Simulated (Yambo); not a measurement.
A run of Yambo 5.3.0 is set up as follows.

The input g0w04.in:

```
gw0
dyson
el_el_corr
rim_cut
HF_and_locXC
mpa
em1d
RandQpts= 1000000
RandGvec= 50 RL
EXXRLvcs= 84 Ry
VXCRLvcs= 84 Ry
Chimod= "HARTREE"
% BndsRnXm
 1 | 109 |
%
NGsBlkXm= 12 Ry
% LongDrXm
 1 | 1 | 1 |
%
EnSampXm= "2l"
EnGridXm= "lP"
% EnRngeXm
 0 | 60 | eV
%
% ImRngeXm
 1.0 | 27.21138 | eV
%
% DmRngeXm
 0.001 | 0.1 | eV
%
ETStpsXm= 12
% GbndRnge
 1 | 109 |
%
GTermKind= "BG"
DysSolver= "n"
ExtendOut
% QPkrange
 1 | 1 | 7 | 11 |
 3 | 3 | 7 | 11 |
 9 | 9 | 7 | 11 |
%
```

Contents of scf.in:

```
&CONTROL
  calculation = 'scf'
  prefix = 'pwscf'
  outdir = './tmp'
  pseudo_dir = './pseudo'
/
&SYSTEM
  ibrav = 0
  nat = 2
  ntyp = 2
  ecutwfc = 84
  nbnd = 15
  occupations = 'smearing'
  smearing = 'fd'
  degauss = 0.00367493
  force_symmorphic = .true.
/
&ELECTRONS
  conv_thr = 4d-10
  electron_maxstep = 120
  mixing_beta = 0.5
/
ATOMIC_SPECIES
Ti    47.8670 Ti.upf
O     15.9990 O.upf
CELL_PARAMETERS angstrom
   3.0310000000    0.0000000000    0.0000000000
  -1.5155000000    2.6249229989    0.0000000000
   0.0000000000    0.0000000000    3.2377000000
ATOMIC_POSITIONS crystal
Ti     0.6666666667    0.3333333333    0.0000000000
O      0.0000000000    0.0000000000    0.5000000000
K_POINTS automatic
12 12 8 0 0 0
```

File nscf.in:

```
&CONTROL
  calculation = 'nscf'
  prefix = 'pwscf'
  outdir = './tmp'
  pseudo_dir = './pseudo'
/
&SYSTEM
  ibrav = 0
  nat = 2
  ntyp = 2
  ecutwfc = 84
  nbnd = 109
  occupations = 'smearing'
  smearing = 'fd'
  degauss = 0.00367493
  force_symmorphic = .true.
/
&ELECTRONS
  conv_thr = 1d-08
  diago_full_acc = .true.
  diago_thr_init = 1d-06
/
ATOMIC_SPECIES
Ti    47.8670 Ti.upf
O     15.9990 O.upf
CELL_PARAMETERS angstrom
   3.0310000000    0.0000000000    0.0000000000
  -1.5155000000    2.6249229989    0.0000000000
   0.0000000000    0.0000000000    3.2377000000
ATOMIC_POSITIONS crystal
Ti     0.6666666667    0.3333333333    0.0000000000
O      0.0000000000    0.0000000000    0.5000000000
K_POINTS automatic
3 3 4 0 0 0
```

Potentials or basis: PseudoDojo 0.4.1 SR PBEsol standard.

Command:

```sh
$ OMP_NUM_THREADS=1 pw.x -in scf.in > scf.out
$ OMP_NUM_THREADS=1 pw.x -in nscf.in > nscf.out
$ cd tmp/pwscf.save; p2y; mv SAVE ../..; cd ../..
$ OMP_NUM_THREADS=1 yambo
$ mkdir -p g0w04; ln -s $PWD/g0w00/ndb.RIM g0w04/
$ OMP_NUM_THREADS=1 yambo -F g0w04.in -J g0w04 -C g0w04_out
```

(1) Estimate the band gap on the k mesh, mean-field level.

Results:

(1) 0.03 eV, direct.

Caveat: the k mesh is coarse (spacing up to 0.80 Å⁻¹), so the values aren't converged; the ground state has no gap, which makes the many-body step unreliable; this version prints the column dSc/dw multiplied by 27.2; an odd mesh through Γ misses points on the zone boundary, where band edges often lie.
